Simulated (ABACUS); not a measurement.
# MgO (Fm-3m) in ABACUS: further runs, part 2 of 3

ABACUS 3.10.1. Earlier steps stand in the parts before.

## 3. Single point, r2SCAN

run_abacus.py reads:

```python
"""ABACUS run from a structure file: ASE reads it, the script writes STRU, KPT and INPUT."""
import re
import subprocess
import spglib
from ase import Atoms
from ase.io import read
from ase.units import Bohr

atoms = read("MgO.cif")
cell, frac, numbers = spglib.standardize_cell((atoms.cell[:], atoms.get_scaled_positions(), atoms.numbers), to_primitive=True, symprec=1e-4)
atoms = Atoms(numbers=numbers, cell=cell, scaled_positions=frac, pbc=True)  # the primitive cell
atoms = atoms[(-atoms.numbers).argsort(kind="stable")]  # ABACUS lists atoms element by element
pseudo = {'Mg': 'Mg_ONCV_PBE-1.2.upf', 'O': 'O_ONCV_PBE-1.2.upf'}
orbital = {'Mg': 'Mg_confined-atom_8au_3s2p1d.orb', 'O': 'O_confined-atom_6au_2s2p1d.orb'}
magmoms = None
kmesh = [8, 8, 8]
params = {
    'suffix': 'MgO',
    'calculation': 'scf',
    'basis_type': 'lcao',
    'pseudo_dir': './',
    'orbital_dir': './',
    'symmetry': 1,
    'dft_functional': 'MGGA_X_R2SCAN+MGGA_C_R2SCAN',
    'ecutwfc': 100,
    'pseudo_rcut': 10,
    'nspin': 1,
    'nbands': 18,
    'ks_solver': 'genelpa',
    'smearing_method': 'fd',
    'smearing_sigma': 0.00367493,
    'scf_thr': 1e-07,
    'scf_nmax': 100,
    'mixing_type': 'broyden',
    'mixing_beta': 0.7,
    'cal_force': 1,
    'cal_stress': 1,
    'mixing_tau': 1,
    'out_mul': 1,
    'out_chg': 1,
}

symbols = atoms.get_chemical_symbols()
elements = list(dict.fromkeys(symbols))
lines = ["ATOMIC_SPECIES"] + [f"{e} {atoms.get_masses()[symbols.index(e)]:.4f} {pseudo[e]}" for e in elements]
if orbital:
    lines += ["", "NUMERICAL_ORBITAL"] + [orbital[e] for e in elements]
lines += ["", "LATTICE_CONSTANT", f"{1 / Bohr:.10f}", "", "LATTICE_VECTORS"]
lines += [" ".join(f"{x:.10f}" for x in v) for v in atoms.cell]
lines += ["", "ATOMIC_POSITIONS", "Direct"]
for e in elements:
    lines += ["", e, "0.0", str(symbols.count(e))]
    for i, p in enumerate(atoms.get_scaled_positions(wrap=False)):
        if symbols[i] == e:
            mag = "" if magmoms is None else " mag " + " ".join(str(x) for x in (magmoms[i] if isinstance(magmoms[i], list) else [magmoms[i]]))
            lines.append(" ".join(f"{x:.10f}" for x in p) + " 1 1 1" + mag)
open("STRU", "w").write("\n".join(lines) + "\n")
open("KPT", "w").write("K_POINTS\n0\nGamma\n%d %d %d 0 0 0\n" % tuple(kmesh))
open("INPUT", "w").write("INPUT_PARAMETERS\n" + "".join(f"{k:<20s}{v}\n" for k, v in params.items()))

done = subprocess.run(['mpirun', '-np', '4', 'abacus'])
if done.returncode:
    raise SystemExit(done.returncode)
log = open("OUT.MgO/running_scf.log").read()
print("final energy (eV):", re.findall(r"FINAL_ETOT_IS (\S+)", log))
```

MgO.cif reads:

```cif
data_MgO
_cell_length_a 4.19400279
_cell_length_b 4.19400279
_cell_length_c 4.19400279
_cell_angle_alpha 90.00000000
_cell_angle_beta 90.00000000
_cell_angle_gamma 90.00000000
_space_group_name_H-M_alt 'Fm-3m'
_space_group_name_Hall '-F 4 2 3'
_space_group_IT_number 225
loop_
_space_group_symop_operation_xyz
'x,y,z'
'-x,-y,-z'
'-y,x,z'
'y,-x,-z'
'-x,-y,z'
'x,y,-z'
'y,-x,z'
'-y,x,-z'
'x,-y,-z'
'-x,y,z'
'-y,-x,-z'
'y,x,z'
'-x,y,-z'
'x,-y,z'
'y,x,-z'
'-y,-x,z'
'z,x,y'
'-z,-x,-y'
'z,-y,x'
'-z,y,-x'
'z,-x,-y'
'-z,x,y'
'z,y,-x'
'-z,-y,x'
'-z,x,-y'
'z,-x,y'
'-z,-y,-x'
'z,y,x'
'-z,-x,y'
'z,x,-y'
'-z,y,x'
'z,-y,-x'
'y,z,x'
'-y,-z,-x'
'x,z,-y'
'-x,-z,y'
'-y,z,-x'
'y,-z,x'
'-x,z,y'
'x,-z,-y'
'-y,-z,x'
'y,z,-x'
'-x,-z,-y'
'x,z,y'
'y,-z,-x'
'-y,z,x'
'x,-z,y'
'-x,z,-y'
'x,y+1/2,z+1/2'
'-x,-y+1/2,-z+1/2'
'-y,x+1/2,z+1/2'
'y,-x+1/2,-z+1/2'
[... 63 lines left out ...]
'-z+1/2,y,-x+1/2'
'z+1/2,-x,-y+1/2'
'-z+1/2,x,y+1/2'
'z+1/2,y,-x+1/2'
'-z+1/2,-y,x+1/2'
'-z+1/2,x,-y+1/2'
'z+1/2,-x,y+1/2'
'-z+1/2,-y,-x+1/2'
'z+1/2,y,x+1/2'
'-z+1/2,-x,y+1/2'
'z+1/2,x,-y+1/2'
'-z+1/2,y,x+1/2'
'z+1/2,-y,-x+1/2'
'y+1/2,z,x+1/2'
'-y+1/2,-z,-x+1/2'
'x+1/2,z,-y+1/2'
'-x+1/2,-z,y+1/2'
'-y+1/2,z,-x+1/2'
'y+1/2,-z,x+1/2'
'-x+1/2,z,y+1/2'
'x+1/2,-z,-y+1/2'
'-y+1/2,-z,x+1/2'
'y+1/2,z,-x+1/2'
'-x+1/2,-z,-y+1/2'
'x+1/2,z,y+1/2'
'y+1/2,-z,-x+1/2'
'-y+1/2,z,x+1/2'
'x+1/2,-z,y+1/2'
'-x+1/2,z,-y+1/2'
'x+1/2,y+1/2,z'
'-x+1/2,-y+1/2,-z'
'-y+1/2,x+1/2,z'
'y+1/2,-x+1/2,-z'
'-x+1/2,-y+1/2,z'
'x+1/2,y+1/2,-z'
'y+1/2,-x+1/2,z'
'-y+1/2,x+1/2,-z'
'x+1/2,-y+1/2,-z'
'-x+1/2,y+1/2,z'
'-y+1/2,-x+1/2,-z'
'y+1/2,x+1/2,z'
'-x+1/2,y+1/2,-z'
'x+1/2,-y+1/2,z'
'y+1/2,x+1/2,-z'
'-y+1/2,-x+1/2,z'
'z+1/2,x+1/2,y'
'-z+1/2,-x+1/2,-y'
'z+1/2,-y+1/2,x'
'-z+1/2,y+1/2,-x'
'z+1/2,-x+1/2,-y'
'-z+1/2,x+1/2,y'
'z+1/2,y+1/2,-x'
'-z+1/2,-y+1/2,x'
'-z+1/2,x+1/2,-y'
'z+1/2,-x+1/2,y'
'-z+1/2,-y+1/2,-x'
'z+1/2,y+1/2,x'
'-z+1/2,-x+1/2,y'
'z+1/2,x+1/2,-y'
'-z+1/2,y+1/2,x'
'z+1/2,-y+1/2,-x'
'y+1/2,z+1/2,x'
'-y+1/2,-z+1/2,-x'
'x+1/2,z+1/2,-y'
'-x+1/2,-z+1/2,y'
'-y+1/2,z+1/2,-x'
'y+1/2,-z+1/2,x'
'-x+1/2,z+1/2,y'
'x+1/2,-z+1/2,-y'
'-y+1/2,-z+1/2,x'
'y+1/2,z+1/2,-x'
'-x+1/2,-z+1/2,-y'
'x+1/2,z+1/2,y'
'y+1/2,-z+1/2,-x'
'-y+1/2,z+1/2,x'
'x+1/2,-z+1/2,y'
'-x+1/2,z+1/2,-y'
loop_
_atom_site_label
_atom_site_type_symbol
_atom_site_symmetry_multiplicity
_atom_site_Wyckoff_symbol
_atom_site_fract_x
_atom_site_fract_y
_atom_site_fract_z
_atom_site_occupancy
Mg1 Mg 4 a 0.0000000000 0.0000000000 0.0000000000 1
O1 O 4 b 0.5000000000 0.0000000000 0.0000000000 1
```

Potentials or basis: SG15 ONCV 1.2 PBE, DZP LCAO (the cutoffs set its grid).

On the command line:

```
> OMP_NUM_THREADS=1 python run_abacus.py > log
```

running log:

```text
ABACUS v3.10.1

               Atomic-orbital Based Ab-initio Computation at UStc

 ------------------------------------------------------------------------------------

 READING GENERAL INFORMATION
                           global_out_dir = OUT.MgO/
                           global_in_card = INPUT
                               pseudo_dir = ./
                              orbital_dir = ./
                                    DSIZE = 4
                                    GSIZE = 1

 READING UNITCELL INFORMATION
                                    ntype = 2
                  lattice constant (Bohr) = 1.88973
              lattice constant (Angstrom) = 1

 READING ATOM TYPE 1
                               atom label = Mg
                      L=0, number of zeta = 3
                      L=1, number of zeta = 2
                      L=2, number of zeta = 1
             number of atom for this type = 1

 READING ATOM TYPE 2
                               atom label = O
                      L=0, number of zeta = 2
                      L=1, number of zeta = 2
                      L=2, number of zeta = 1
             number of atom for this type = 1

                        TOTAL ATOM NUMBER = 2
DIRECT COORDINATES
    atom                   x                   y                   z     mag                  vx                  vy                  vz
taud_Mg1            0.0000000000        0.0000000000        0.0000000000  0.0000        0.0000000000        0.0000000000        0.0000000000
taud_O1            0.5000000000        0.5000000000        0.5000000000  0.0000        0.0000000000        0.0000000000        0.0000000000

                          Volume (Bohr^3) = 124.458
                             Volume (A^3) = 18.4427

 Lattice vectors: (Cartesian coordinate: in unit of a_0)
                   +0              +2.097              +2.097
               +2.097                  +0              +2.097
               +2.097              +2.097                  +0
 Reciprocal vectors: (Cartesian coordinate: in unit of 2 pi/a_0)
            -0.238436           +0.238436           +0.238436
            +0.238436           -0.238436           +0.238436
            +0.238436           +0.238436           -0.238436
 The esolver type has been set to : ksdft_lcao

                PAO radial cut off (Bohr) = 10

 Read in pseudopotential file is Mg_ONCV_PBE-1.2.upf
                     pseudopotential type = NC
          exchange-correlation functional = PBE
                 nonlocal core correction = 0
                        valence electrons = 10
                                     lmax = 1
                           number of zeta = 0
                     number of projectors = 4
                           L of projector = 0
                           L of projector = 0
                           L of projector = 1
                           L of projector = 1
 XC functional updated to : MGGA_X_R2SCAN+MGGA_C_R2SCAN
          exchange-correlation functional = MGGA_X_R2SCAN+MGGA_C_R2SCAN
[... 173 lines left out ...]
 max number of nonlocal projetors among all species is 4

 -------------------------------------------
 SELF-CONSISTENT
 -------------------------------------------

 SETUP SEARCHING RADIUS FOR PROGRAM TO SEARCH ADJACENT ATOMS
                  longest orb rcut (Bohr) = 8
   longest nonlocal projector rcut (Bohr) = 2.54
                     search radius (Bohr) = 21.1
              searching radius is (Bohr)) = 21.1
         searching radius unit is (Bohr)) = 1.89
                         PeriodicBoundary = 1
                        Radius(unit:lat0) = 11.2
                                   glayer = [ 6, 6, 6 ]
                             glayer_minus = [ 5, 5, 5 ]

Find the coordinate range of the input atom(unit:lat0).
                                  min_tau = [ -21, -21, -21 ]
                                  max_tau = [ 23.1, 23.1, 23.1 ]
                                BoxNumber = [ 11, 11, 11 ]

 SETUP EXTENDED REAL SPACE GRID FOR GRID INTEGRATION
                          real space grid = [ 36, 36, 36 ]
                 big cell numbers in grid = [ 12, 12, 12 ]
             meshcell numbers in big cell = [ 3, 3, 3 ]
                        extended fft grid = [ 21, 21, 21 ]
                dimension of extened grid = [ 55, 55, 55 ]
                            UnitCellTotal = 125
              Atom number in sub-FFT-grid = 2
    Local orbitals number in sub-FFT-grid = 27
                                ParaV.nnr = 29008
                                 init_chg = atomic

 LCAO ALGORITHM --------------- ION=   1  ELEC=   1--------------------------------

 Density error is 0.110640666851
----------------------------------------------------------
     Energy           Rydberg                 eV
----------------------------------------------------------
 E_KohnSham     -140.8372800964      -1916.1895001331
 E_Harris       -140.0447323469      -1905.4063348033
 E_Fermi        0.6729963651         9.1565852990
----------------------------------------------------------
[... 80 lines left out ...]
 Density error is 7.41453032897e-08
----------------------------------------------------------
     Energy           Rydberg                 eV
----------------------------------------------------------
 E_KohnSham     -140.9627035276      -1917.8959734595
 E_KS(sigma->0) -140.9627035276      -1917.8959734595
 E_Harris       -140.9627026414      -1917.8959614024
 E_band         -22.0399291971       -299.8686205973
 E_one_elec     -55.8881236046       -760.3969315509
 E_Hartree      31.5026046755        428.6149254286
 E_xc           -21.4024190723       -291.1948503668
 E_Ewald        -95.1747655262       -1294.9191169704
 E_entropy(-TS) -0.0000000000        -0.0000000000
 E_descf        0.0000000000         0.0000000000
 E_exx          0.0000000000         0.0000000000
 E_Fermi        0.9715492818         13.2186061197
----------------------------------------------------------

 charge density convergence is achieved
 final etot is -1917.8959735 eV
 EFERMI = 13.21860612 eV

 STATE ENERGY(eV) AND OCCUPATIONS    NSPIN == 1
 1/29 kpoint (Cartesian) = 0.0000 0.0000 0.0000 (520 pws)
       1       -66.6774     0.00390625
       2       -31.5305     0.00390625
       3       -31.5305     0.00390625
       4       -31.5305     0.00390625
       5       -9.77651     0.00390625
       6        8.69813     0.00390625
[... 98 lines left out ...]
       5       -9.55519      0.0234375
       6        7.65501      0.0234375
[... 10 lines left out ...]
      17        40.0271        0.00000
      18        57.7742        0.00000

[... levels at 23 further k points ...]

 correction force for each atom along direction 1 is 2.71992e-14
 correction force for each atom along direction 2 is 3.87662e-14
 correction force for each atom along direction 3 is -1.47265e-14
------------------------------------------------------------------------------------------
 TOTAL-FORCE (eV/Angstrom)
------------------------------------------------------------------------------------------
                       Mg1         0.0000000000         0.0000000000         0.0000000000
                        O1         0.0000000000         0.0000000000         0.0000000000
------------------------------------------------------------------------------------------

----------------------------------------------------------------
 TOTAL-STRESS (KBAR)
----------------------------------------------------------------
        30.5787319954        -0.0000000000         0.0000000000
         0.0000000000        30.5787319954         0.0000000000
        -0.0000000000         0.0000000000        30.5787319954
----------------------------------------------------------------
 TOTAL-PRESSURE: 30.578732 KBAR

 --------------------------------------------
 !FINAL_ETOT_IS -1917.8959734595187001 eV
 --------------------------------------------
```

Wall time 13 s (4 MPI ranks of AMD EPYC 9R14 (Zen 4), shared host); peak memory 0.36 GiB.

Results:

```yaml
Free_energy: -1917.8960 eV
Pressure: 3.1 GPa
Band_gap_on_the_k_mesh: 5.64 eV, direct
Mulliken_charges: Mg +1.34; O -1.34 e
```

Caveat: the atomic orbitals were generated for these runs and aren't a published set; Mulliken charges move with the basis; the potentials were made for another functional, which shifts forces and pressure; the basis of atomic orbitals isn't converged, which shifts pressures, moduli and gaps.

(Part 2 of 3 ends here.)
